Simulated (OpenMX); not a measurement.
CdTe, 2 atoms in the cell. The structure is cubic, space group F-43m (No. 216). Conventional cell: a = 6.410 Å, b = 6.410 Å, c = 6.410 Å, α = 90.00°, β = 90.00°, γ = 90.00°. Te (site symmetry -43m) has 4 Cd at 2.78 Å as nearest neighbours. Cd (site symmetry -43m) has 4 Te at 2.78 Å as nearest neighbours. 

| Quantity | Value |
| --- | --- |
| Program | OpenMX 3.8.5 |
| Task | band structure |
| Functional | PBE |
| Potentials or basis | OpenMX 2013 PBE set, Te7.0-s3p2d2f1, Cd7.0-s3p2d2, grid cutoff 500 Ry |
| k mesh | 5 × 5 × 5 |
| Occupations | fermi-dirac, width 0.05 eV |
| Spin | non-collinear spin, zero start, spin-orbit coupling |
| Starting moments | [[0.0, 0.0, 0.0], [0.0, 0.0, 0.0]] μB |
| Mixing scheme | rmm-diisk |
| SCF threshold | 1e-07 Ha |
| Solver | band |
| Max SCF cycles | 100 |

Potentials or basis: OpenMX 2013 PBE set, Te7.0-s3p2d2f1, Cd7.0-s3p2d2, grid cutoff 500 Ry.

The run is started by

```bash
$ openmx CdTe.dat -nt 1 > CdTe.std
```

Hardware: 1 thread of Arm Neoverse V2, with other jobs on the host.

**Question.** How long does it take, and how much memory?

**Answer.** Run time: 2.3 min on 1 thread of Arm Neoverse V2 (shared host), peak memory 1.3 GiB. Counts: k points 125, basis 45, scf iterations 15.
